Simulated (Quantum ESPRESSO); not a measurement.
V: phonon spectrum and thermodynamics under several settings

```
V
1.0
    -1.51435    1.51435    1.51435
     1.51435   -1.51435    1.51435
     1.51435    1.51435   -1.51435
V
1
Direct
  0.00000 0.00000 0.00000
```

All runs used Quantum ESPRESSO 7.5; k mesh 12 × 12 × 12; relaxed cell; collinear spin, ferromagnetic start; cutoff 612 eV; occupations cold, width 0.2 eV; q mesh 2 × 2 × 2.

```tsv
level	potentials	volume (Å³/atom)	highest frequency (cm⁻¹)	zero-point energy (meV/atom)	entropy at room temperature (k_B/atom)
LDA	GBRV 1.5 LDA	?	?	?	?
PBE	GBRV 1.5 PBE	13.43	250	34.4	3.53
PBEsol	GBRV 1.5 PBEsol	12.91	260	36.1	3.38
```

Q: What stands in the row left open?

A: Volume 12.49 Å³/atom; highest frequency 263 cm⁻¹; zero-point energy 37.7 meV/atom; entropy at room temperature 3.26 k_B/atom.

For the row left open. Caveat: the q mesh is small, so phonon branches between its points and thermal values are rough.
